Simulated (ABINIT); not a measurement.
**Quasiparticle gap of BeTe (F-43m) in ABINIT**

How does a plane-wave GW calculation on BeTe (F-43m) run from the first input to the gap?

Program: ABINIT 10.8.3. Level of theory: PBE and many-body steps on it, plane waves. Results are calculated unless marked as measured.

**The experiments to reproduce.**

- Gap 2.7 eV: absolute (indirect, Gamma to X) gap; bulk crystal (quoted from earlier experiment) (quoted in “The band structure of BeTe - a combined experimental and theoretical study”, 1997, arxiv:cond-mat/9712266).

- Gap 2.8 eV: absolute (indirect, Gamma to X) gap, second literature value; film (quoted from earlier experiment) (quoted in “The band structure of BeTe - a combined experimental and theoretical study”, 1997, arxiv:cond-mat/9712266).

Report form: the programs' logs are mostly left out.

## 1. The structure

It takes space group F-43m (No. 216, cubic). The conventional cell has a = 5.663 Å, b = 5.663 Å, c = 5.663 Å, α = 90.00°, β = 90.00°, γ = 90.00°. Be has 4 Te at 2.45 Å nearest. Te has 4 Be at 2.45 Å nearest. Farther neighbours and most contacts between anions are not listed.

The cell and positions are those that the Materials Project relaxed with its own functionals (PBE, PBE+U or r2SCAN), kept fixed. Spin-orbit coupling is left out unless a step names it.

## 2. Ground state

This step: ABINIT 10.8.3; DFT, PBE, plane waves, norm-conserving pseudopotentials.

The ground-state density comes first.

File run.abi:

```
acell 3*1.0 Angstrom
rprim 
  -0.000000000000 2.831458787600 2.831458787600
  2.831458787600 0.000000000000 2.831458787600
  2.831458787600 2.831458787600 0.000000000000
ntypat 2
znucl 4 52
natom 2
typat 1 2
xred 
  0.000000000000 0.000000000000 0.000000000000
  0.750000000000 0.750000000000 0.750000000000
pp_dirpath "pseudos"
pseudos "Be.upf, Te.upf"
ecut 38
ngkpt 6 6 6
nshiftk 1
shiftk 0 0 0
kptopt 1
chksymbreak 0
nband 15
occopt 1
tolvrs 1e-10
nstep 60
prtwf 0
optforces 0
optstress 0
indata_prefix "in"
outdata_prefix "out"
tmpdata_prefix "tmp"
```

Started as:

```console
$ OMP_NUM_THREADS=1 mpirun -n 8 abinit run.abi > log
```

Run time: 5.4 s. Hardware: 8 MPI ranks of Arm Neoverse V2, shared host; peak memory 0.61 GiB; 42 s of CPU time.

Numbers from this step:

| Item | Value |
| --- | --- |
| total energy | -3233.7959 eV |
| gap | 2.028 eV |
| k of the valence top | 0, 0, 0 |
| k of the conduction bottom | 0.5, 0.5, 0 |
| least direct gap | 3.657 eV |

The gap is indirect, with the least direct gap 1.63 eV higher.

## 3. Bands along the symmetry lines

The cheap functional maps the bands first; the places of the edges decide which points the dearer methods must see.

File run.abi:

```
acell 3*1.0 Angstrom
rprim 
  -0.000000000000 2.831458787600 2.831458787600
  2.831458787600 0.000000000000 2.831458787600
  2.831458787600 2.831458787600 0.000000000000
ntypat 2
znucl 4 52
natom 2
typat 1 2
xred 
  0.000000000000 0.000000000000 0.000000000000
  0.750000000000 0.750000000000 0.750000000000
pp_dirpath "pseudos"
pseudos "Be.upf, Te.upf"
ecut 38
iscf -2
irdden 1
kptopt 0
nkpt 50
kpt 
  0.00000000 0.00000000 0.00000000
  -0.06250000 -0.06250000 0.00000000
  -0.12500000 -0.12500000 0.00000000
  -0.18750000 -0.18750000 0.00000000
  -0.25000000 -0.25000000 0.00000000
  -0.31250000 -0.31250000 0.00000000
  -0.37500000 -0.37500000 0.00000000
  -0.43750000 -0.43750000 0.00000000
  -0.50000000 -0.50000000 0.00000000
  -0.48437500 -0.48437500 0.03125000
  -0.46875000 -0.46875000 0.06250000
  -0.45312500 -0.45312500 0.09375000
  -0.43750000 -0.43750000 0.12500000
  -0.42187500 -0.42187500 0.15625000
  -0.40625000 -0.40625000 0.18750000
  -0.39062500 -0.39062500 0.21875000
  -0.37500000 -0.37500000 0.25000000
  -0.37500000 0.00000000 0.37500000
  -0.32812500 0.00000000 0.32812500
  -0.28125000 0.00000000 0.28125000
  -0.23437500 0.00000000 0.23437500
  -0.18750000 0.00000000 0.18750000
  -0.14062500 0.00000000 0.14062500
  -0.09375000 0.00000000 0.09375000
  -0.04687500 0.00000000 0.04687500
  0.00000000 0.00000000 0.00000000
  0.00000000 0.00000000 0.06250000
  0.00000000 0.00000000 0.12500000
  0.00000000 0.00000000 0.18750000
  0.00000000 0.00000000 0.25000000
  0.00000000 0.00000000 0.31250000
  0.00000000 0.00000000 0.37500000
  0.00000000 0.00000000 0.43750000
  -0.00000000 -0.00000000 0.50000000
  -0.06250000 -0.03125000 0.46875000
  -0.12500000 -0.06250000 0.43750000
  -0.18750000 -0.09375000 0.40625000
  -0.25000000 -0.12500000 0.37500000
  -0.31250000 -0.15625000 0.34375000
  -0.37500000 -0.18750000 0.31250000
  -0.43750000 -0.21875000 0.28125000
  -0.50000000 -0.25000000 0.25000000
  -0.50000000 -0.28125000 0.21875000
  -0.50000000 -0.31250000 0.18750000
  -0.50000000 -0.34375000 0.15625000
  -0.50000000 -0.37500000 0.12500000
  -0.50000000 -0.40625000 0.09375000
  -0.50000000 -0.43750000 0.06250000
  -0.50000000 -0.46875000 0.03125000
  -0.50000000 -0.50000000 0.00000000
istwfk *1
nband 17
nbdbuf 2
tolwfr 1e-08
nstep 40
prtwf 0
prtvol 0
indata_prefix "in"
outdata_prefix "out"
tmpdata_prefix "tmp"
```

Run time: 7 s. Hardware: 8 MPI ranks; peak memory 0.54 GiB; 55 s of CPU time.

Numbers from this step:

```
gap                        : 2.028 eV
k of the valence top       : 0, 0, 0
k of the conduction bottom : -0.5, -0.5, 0
least direct gap           : 3.657 eV
```

The gap is 2.028 eV, as in the run before at this level.

Electronic bands along the path, in eV, zero at the top of the highest filled band:

| point | band 7 | band 8 | band 9 | band 10 | band 11 | band 12 | band 13 | band 14 |
| --- | --- | --- | --- | --- | --- | --- | --- | --- |
| Γ | -12.19 | 0.00 | 0.00 | 0.00 | 3.66 | 3.66 | 3.66 | 3.72 |
| halfway | -11.47 | -2.86 | -1.63 | -1.63 | 2.65 | 4.42 | 6.45 | 6.45 |
| X | -10.42 | -5.01 | -2.57 | -2.57 | 2.03 | 2.71 | 9.68 | 9.68 |
| halfway | -10.41 | -4.91 | -3.06 | -2.47 | 2.36 | 3.38 | 9.09 | 9.15 |
| U | -10.44 | -4.67 | -3.78 | -2.17 | 2.75 | 5.30 | 7.89 | 8.17 |
| jump to K | -10.44 | -4.67 | -3.78 | -2.17 | 2.75 | 5.30 | 7.89 | 8.17 |
| halfway | -11.41 | -3.47 | -2.20 | -0.65 | 4.06 | 4.70 | 5.22 | 6.29 |
| Γ | -12.19 | 0.00 | 0.00 | 0.00 | 3.66 | 3.66 | 3.66 | 3.72 |
| halfway | -11.65 | -3.26 | -0.65 | -0.65 | 3.30 | 4.52 | 4.52 | 7.00 |
| L | -10.89 | -5.42 | -1.10 | -1.10 | 3.06 | 4.63 | 4.63 | 7.93 |
| halfway | -10.66 | -5.01 | -2.83 | -1.85 | 4.21 | 4.43 | 6.68 | 7.78 |
| W | -10.39 | -4.50 | -3.60 | -3.12 | 5.30 | 5.58 | 5.62 | 6.17 |
| halfway | -10.40 | -4.82 | -3.05 | -2.87 | 3.06 | 3.67 | 8.26 | 8.44 |
| X | -10.42 | -5.01 | -2.57 | -2.57 | 2.03 | 2.71 | 9.68 | 9.68 |

## 4. Empty states on the mesh, 4×4×4 mesh, 91 bands

The sums over transitions need many empty states on a uniform mesh; this step solves for them.

File run.abi:

```
acell 3*1.0 Angstrom
rprim 
  -0.000000000000 2.831458787600 2.831458787600
  2.831458787600 0.000000000000 2.831458787600
  2.831458787600 2.831458787600 0.000000000000
ntypat 2
znucl 4 52
natom 2
typat 1 2
xred 
  0.000000000000 0.000000000000 0.000000000000
  0.750000000000 0.750000000000 0.750000000000
pp_dirpath "pseudos"
pseudos "Be.upf, Te.upf"
ecut 38
ngkpt 4 4 4
nshiftk 1
shiftk 0 0 0
kptopt 1
chksymbreak 0
iscf -2
irdden 1
istwfk *1
nband 91
nbdbuf 8
tolwfr 1e-09
nstep 60
prtvol 0
indata_prefix "in"
outdata_prefix "out"
tmpdata_prefix "tmp"
```

Run time: 9.3 s. Hardware: 8 MPI ranks; peak memory 0.56 GiB.

Numbers from this step:

- gap: 2.028 eV
- k of the valence top: 0, 0, 0
- k of the conduction bottom: 0.5, 0.5, 0
- least direct gap: 3.657 eV
- k points computed: 8
- lowest point of the top converged band, above the valence top: 71.0348 eV

On this mesh the gap is 2.028 eV.

## 5. Screening, 4×4×4 mesh, 83 bands, screening to 136.1 eV

The RPA dielectric matrix is built and inverted for each q.

This step: RPA screening on PBE, plane waves, norm-conserving pseudopotentials.

Edit run.abi of step 4 so:

```diff
@@ -20,10 +20,11 @@
 chksymbreak 0
-iscf -2
-irdden 1
 istwfk *1
-nband 91
-nbdbuf 8
-tolwfr 1e-09
-nstep 60
-prtvol 0
+occopt 1
+irdwfk 1
+optdriver 3
+nband 83
+ecuteps 5
+inclvkb 2
+awtr 1
+symchi 1
 indata_prefix "in"
```

It took 8.9 s on 8 MPI ranks; peak memory 1.2 GiB.

Numbers from this step:

- ε∞ with local fields, on this mesh, along the program's q direction: 8.971
- the same without local fields: 10.25
- plasma frequency: 24.65 eV
- plane waves in the screening matrix: 169

Local fields lower ε∞ by 12 %. On a Γ-centred mesh this coarse the value itself is usually too large, while a short band sum pulls it down.

## 6. Self-energy, 4×4×4 mesh, 83 bands, screening to 136.1 eV

The self-energy is evaluated for the states that the input lists, and the levels follow from it, in one-shot runs by the linearised quasiparticle equation.

This step: G0W0 on PBE, plane waves, norm-conserving pseudopotentials.

Edit run.abi of step 5 so:

```diff
@@ -23,8 +23,17 @@
 irdwfk 1
-optdriver 3
+optdriver 4
 nband 83
+gwcalctyp 0
+ecutsigx 38
+symsigma 1
+nkptgw 2
+kptgw 
+  0.0000000000 0.0000000000 0.0000000000
+  0.5000000000 0.5000000000 0.0000000000
+bdgw 
+  8 13
+  9 12
 ecuteps 5
-inclvkb 2
-awtr 1
-symchi 1
+irdscr 1
+ppmodel 1
 indata_prefix "in"
```

The job ended after 3.8 s (8 MPI ranks; peak memory 1.1 GiB; 29 s of CPU time).

This step gave:

| Property | Result |
| --- | --- |
| G0W0 gap on the points computed | 3.311 eV |
| starting gap on the mesh | 2.028 eV |
| k of the valence top | 0, 0, 0 |
| k of the conduction bottom | 0.5, 0.5, 0 |
| Z at the valence top | 0.801 |
| Z at the conduction bottom | 0.814 |
| least direct G0W0 gap on the computed points | 5.24 eV |

The gap on the mesh goes from 2.03 eV to 3.31 eV, a correction of +1.28 eV.

Limits: finite bands, cutoff and mesh; exchange with frozen shells missing; no spin-orbit coupling; coarse k mesh. v1 is the top filled band, c1 the lowest empty one. The levels before and after the correction (eV, zero at the valence-band top of each column):

|  | conduction bottom | valence top |
| --- | --- | --- |
| Kohn-Sham | 2.03 | 0.00 |
| G0W0 | 3.31 | 0.00 |

|  | level | energy (eV) |
| --- | --- | --- |
| Kohn-Sham | Γ v3-v1 | 0.000 |
| Kohn-Sham | Γ c1-c3 | 3.657 |
| Kohn-Sham | (0.5 0.5 0) v2-v1 | -2.574 |
| Kohn-Sham | (0.5 0.5 0) c1 | 2.028 |
| Kohn-Sham | (0.5 0.5 0) c2 | 2.714 |
| G0W0 | Γ v3-v1 | 0.000 |
| G0W0 | Γ c1-c3 | 5.240 |
| G0W0 | (0.5 0.5 0) v2-v1 | -2.605 |
| G0W0 | (0.5 0.5 0) c1 | 3.311 |
| G0W0 | (0.5 0.5 0) c2 | 4.149 |

## 7. Where the time went

Times are wall times on 8 MPI ranks of Arm Neoverse V2, shared host, good to a factor of about two.

| step | time | share | memory (GiB) |
| --- | --- | --- | --- |
| ground state | 5.4 s | 16 % | 0.61 |
| bands along the symmetry lines | 7 s | 20 % | 0.54 |
| empty states on the mesh | 9.3 s | 27 % | 0.56 |
| screening | 8.9 s | 26 % | 1.2 |
| self-energy | 3.8 s | 11 % | 1.1 |

## 8. Results

| Quantity | Value |
| --- | --- |
| PBE gap | 2.03 eV, indirect |
| G0W0 gap on the mesh | 3.31 eV |
| GW settings | 4×4×4 mesh, 83 bands, screening to 136.1 eV, Godby-Needs plasmon pole |
| known limits | not at the basis limit; exchange with frozen shells missing; no spin-orbit coupling; coarse k mesh |

What this shows: G0W0 moves the gap on the mesh from 2.03 eV to 3.31 eV (+1.28 eV), with Z of 0.80 and 0.81 at the edges. Local fields lower the RPA ε∞ on this mesh from 10.25 to 8.97; a Γ-centred mesh this coarse tends to raise both, most where the direct gap is narrow, while a short band sum lowers them. Only 2 of the mesh's irreducible points were corrected, so a valley elsewhere could overtake. Against experiment, by G0W0@PBE: the gap of 3.31 eV lies +0.61 eV from the measured 2.7 eV (indirect, quoted 1997); the gap of 3.31 eV lies +0.51 eV from the measured 2.8 eV (indirect, quoted 1997). The calculation has static nuclei and no excitons; a measured gap holds zero-point and thermal motion, which mostly lowers it. With atoms this heavy the missing spin-orbit coupling can matter too. Bands and cutoff are finite, so the gap is not at the basis limit. The miss can reach some tenths of an eV and take either sign; the mesh is an error of its own. In the G0W0 run levels were corrected at 2 k points alone, so a gap called «on the mesh» is the least over those, and an edge elsewhere would be missed. The 4×4×4 mesh is coarse for this cell, which bears on the long-range parts of exchange and screening. The norm-conserving file of at least one element keeps a d shell over frozen s and p shells of the same row. Exchange with those shells is missing from the self-energy, an error of 0.3 to 0.9 eV in cases checked, whose sign depends on which edge lies on those atoms.

[Paths, hosts, dates, memory and timing lines, banners, echoed tables and standing remarks are left out of the program output.]

[Logs are printed without paths, hosts, clocks, repeated set-up lines and the standing remarks that a program may print on its own settings, such as how far it seeks lower states.]

[Runs of the session that timed out or met a known fault of the program may be left out.]

[Hosts, paths, dates, database ids (printed as entryN), source tags and the programs' standing remarks are cut or masked in the printed files.]

[G0W0 gaps are taken among the corrected bands and points alone; a level outside them can change the order at an edge.]

[Where Ansatz stands beside ABINIT at settings called matched, ABINIT's density can come from a denser mesh and the files from another edition; pairs whose starting gaps differed by over 0.03 eV were left out, so agreement reads better than it is.]
